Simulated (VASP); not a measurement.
ZnS:

```
Zn S
1.0
     0.00000    2.70200    2.70200
     2.70200    0.00000    2.70200
     2.70200    2.70200    0.00000
Zn S
1 1
Direct
  0.25000 0.25000 0.25000
  0.00000 0.00000 0.00000
```

* Program: VASP 6.6.1
* Task: relaxation of cell and atoms
* Functional: PBEsol
* Potentials or basis: VASP PAW PBE potentials, release 64 (Zn, S)
* Cutoff: 600 eV
* k mesh: 10 × 10 × 10
* Occupations: gaussian, width 0.03 eV
* Spin: no spin polarisation

At the start: pressure -1.7 GPa; volume 19.73 Å³/atom.

Q: How do energy, volume and symmetry change on relaxing?

A: Over 3 steps the energy falls by 2.7 meV/atom and the volume is 19.26 Å³/atom (-2.4 %); space group F-43m (No. 216, to 0.05 Å).

The path:
| step | energy change (eV) | largest force (eV/Å) | pressure (GPa) | volume (Å³) |
| --- | --- | --- | --- | --- |
| 1 | 0.0000 | 0.0000 | -1.73 | 39.45 |
| 2 | -0.0049 | 0.0000 | 0.60 | 38.25 |
| 3 | -0.0054 | 0.0000 | -0.03 | 38.51 |

Final structure:
```
Zn S
1.0
     0.00000    2.68033    2.68033
     2.68033    0.00000    2.68033
     2.68033    2.68033    0.00000
Zn S
1 1
Direct
  0.25000 0.25000 0.25000
  0.00000 0.00000 0.00000
```

Caveat: the PAW data sets were made with another functional, which shifts forces and pressure a little.
